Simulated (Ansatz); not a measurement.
Runs of Ansatz 0.2.0 on I. Symmetry: C2/m, No. 12, monoclinic system. Conventional cell: a = 5.077 Å, b = 7.413 Å, c = 2.880 Å, α = 90.00°, β = 124.24°, γ = 90.00°. Around I (site symmetry 2/m) lie 2 I at 2.88 Å. 

| task | level | cell | cutoff (eV) | smearing | gap on the mesh (eV) | pressure (GPa) | relaxed volume (Å³/atom) |
| --- | --- | --- | --- | --- | --- | --- | --- |
| relaxation of cell and atoms | PBEsol | relaxed | - | fermi-dirac 0.05 eV | - | 0.0 | (a) |
| relaxation of cell and atoms | LDA | relaxed | - | fermi-dirac 0.05 eV | - | 0.0 | 35.53 |
| relaxation of cell and atoms | BLYP | relaxed | - | fermi-dirac 0.05 eV | none | 0.0 | 127.55 |
| relaxation of the atoms | LDA | atoms relaxed from: cell strained at random at fixed volume | - | gaussian 0.05 eV | - | -1.6 | - |
| single point | LDA | as given | 225 | gaussian 0.1 eV | none | -1.3 | - |

Alike in all rows: potentials or basis all-electron LAPW, scalar-relativistic; no spin polarisation; k mesh 7 × 7 × 11; basis error allowed 0.001 eV/atom.

Q: Estimate the missing entries.

A: (a) 38.12.

Caveats: the volume moved by over 15 % at a fixed basis, so the end points are rough (some runs); an odd number of electrons without spin polarisation forces a metal (some runs); a magnetic or distorted state may lie lower (some runs).

A k mesh can miss the band edges, and the runs leave out spin-orbit coupling on I.

A gap of «none» marks a metal or a gap under the smearing width.

Not every run made on this cell is shown here.
